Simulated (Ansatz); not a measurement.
# SnO (Pmn2_1): point defect (vacancy) in a supercell

What does a point defect do in SnO (Pmn2_1)? Aim: a point defect (vacancy) in a supercell, for SnO (Pmn2_1), run from a script.

Computed with Ansatz 0.2.0 through its Python package. Level of theory: DFT PBEsol, plane waves, PAW.

## Step 1: The structure

The structure is orthorhombic, space group Pmn2_1 (No. 31). Conventional cell: a = 3.355 Å, b = 5.674 Å, c = 4.222 Å, α = 90.00°, β = 90.00°, γ = 90.00°. Sn (site symmetry m) has 3 O at 2.15 to 2.16 Å as nearest neighbours. Around O (site symmetry m) lie 3 Sn at 2.15 to 2.16 Å.

No structure file is read: the coordinates are typed or built in the script.

## Step 2: The code

File defect_sno.py:

```python
# -*- coding: utf-8 -*-
"""Point defect (vacancy) in SnO."""

import warnings

import ansatz as az
import numpy as np


def main():
    warnings.simplefilter("ignore", az.DeckWarning)

    structure = (
        az.Lattice.of((3.355, 0.0, 0.0), (0.0, 5.6741, 0.0), (0.0, 0.0, 4.22197))
        .atom("Sn", (0.0, 0.23191, 0.51314))
        .atom("Sn", (0.5, 0.76809, 0.01314))
        .atom("O", (0.0, 0.89125, 0.73686))
        .atom("O", (0.5, 0.10875, 0.23686))
    )
    host = structure.supercell(2, 1, 2)
    defective = host.vacancy("Sn", at=(0.0, 0.23191, 0.51314))

    def with_settings(structure):
        return (
            structure.calculation()
            .functional("PBEsol")
            .basis(550)
            .kpoints(2)
            .occupations("gaussian", width=0.02)
            .band_table()
        )


    perfect = with_settings(host).run(threads=1).report
    calculation = with_settings(defective).forces()
    outcome = calculation.run(threads=1)
    data = outcome.report

    n_host, n_defect = len(perfect["lattice"]["sites"]), len(data["lattice"]["sites"])
    print(f"perfect cell: {n_host} atoms, F = {perfect['free_energy_ev']:.4f} eV")
    print(f"defect cell:  {n_defect} atoms, F = {data['free_energy_ev']:.4f} eV")
    # chemical potentials are still to be added to this difference
    print(f"difference {data['free_energy_ev'] - perfect['free_energy_ev']:.4f} eV (no chemical potentials)")

    for site in outcome.lattice.sites:
        print(f"{site.symbol:2s}", " ".join(f"{v:8.4f}" for v in site.position_ang))

    pull = np.linalg.norm(data["forces_ev_ang"], axis=1)
    for atom in np.argsort(-pull)[:5]:
        print(f"force on {outcome.lattice.sites[atom].symbol}{atom}: {pull[atom]:.3f} eV/A")


if __name__ == "__main__":
    main()
```

## Step 3: Running it

Run with:

```console
$ python defect_sno.py
```

Log:

```text
perfect cell: 16 atoms, F = -52084.1292 eV
defect cell:  15 atoms, F = -46129.6814 eV
difference 5954.4478 eV (no chemical potentials)
Sn   1.6775   4.3582   0.0555
O    0.0000   5.0570   3.1110
O    1.6775   0.6171   1.0000
Sn   0.0000   1.3159   6.3884
Sn   1.6775   4.3582   4.2774
O    0.0000   5.0570   7.3330
O    1.6775   0.6171   5.2220
Sn   3.3550   1.3159   2.1665
Sn   5.0325   4.3582   0.0555
O    3.3550   5.0570   3.1110
O    5.0325   0.6171   1.0000
Sn   3.3550   1.3159   6.3884
Sn   5.0325   4.3582   4.2774
O    3.3550   5.0570   7.3330
O    5.0325   0.6171   5.2220
force on Sn7: 2.312 eV/A
force on O1: 2.187 eV/A
force on Sn0: 1.991 eV/A
force on Sn8: 1.991 eV/A
force on Sn4: 1.670 eV/A
```

It took 43 s on 1 thread of Arm Neoverse V1, shared host; peak memory 0.81 GiB.

## Step 4: What the script built

Run 2 starts from these 15 atoms:

```xyz
15
Lattice="6.710 0.000 0.000 0.000 5.674 0.000 0.000 0.000 8.444" Properties=species:S:1:pos:R:3 pbc="T T T"
Sn    1.677    4.358    0.055
O     0.000    5.057    3.111
O     1.677    0.617    1.000
Sn    0.000    1.316    6.388
Sn    1.677    4.358    4.277
O     0.000    5.057    7.333
O     1.677    0.617    5.222
Sn    3.355    1.316    2.166
Sn    5.032    4.358    0.055
O     3.355    5.057    3.111
O     5.032    0.617    1.000
Sn    3.355    1.316    6.388
Sn    5.032    4.358    4.277
O     3.355    5.057    7.333
O     5.032    0.617    5.222
```

## Step 5: Run by run

The 2 runs, in the order started:

| run | system | space group | energy (eV/atom) | gap on the mesh (eV) | SCF cycles | CPU time (s) |
| --- | --- | --- | --- | --- | --- | --- |
| 1 | SnO (16 atoms) | Pmn2_1 | -3255.2581 | 1.84 | 7 | 16 |
| 2 | Sn7O8 (15 atoms) | Pm | -3075.3121 | 0.00 | 13 | 25 |

Energies are free energies F = E - TS of the smeared occupations. Totals carry meaning only in balanced differences at one level of theory.

## Step 6: Outcome

| quantity | value |
| --- | --- |
| runs compared | 2 |
| force on Sn7 (as printed) | 2.312 eV/A |
| force on O1 (as printed) | 2.187 eV/A |
| force on Sn0 (as printed) | 1.991 eV/A |
| force on Sn8 (as printed) | 1.991 eV/A |
| force on Sn4 (as printed) | 1.670 eV/A |

In words: A formation energy would need chemical potentials for the atoms added or removed, which the two totals don't give. The cell is small, so the defect feels its images. Notes:
- Extra carriers fill band states at a few k-points, so forces and energy hang on the mesh.
- The atoms stand at ideal sites; relaxing them can change energy and levels by an eV or more.
- The difference holds no chemical potentials.
- The structure comes from a database of computed cells and needn't be a stable or known phase.
- The supercell is small, so the defect meets its images and the energies aren't those of an isolated defect; a partly filled defect level may also lower its energy by spin or distortion. For a charged cell the difference holds no correction, alignment or term for the electrons' reservoir.
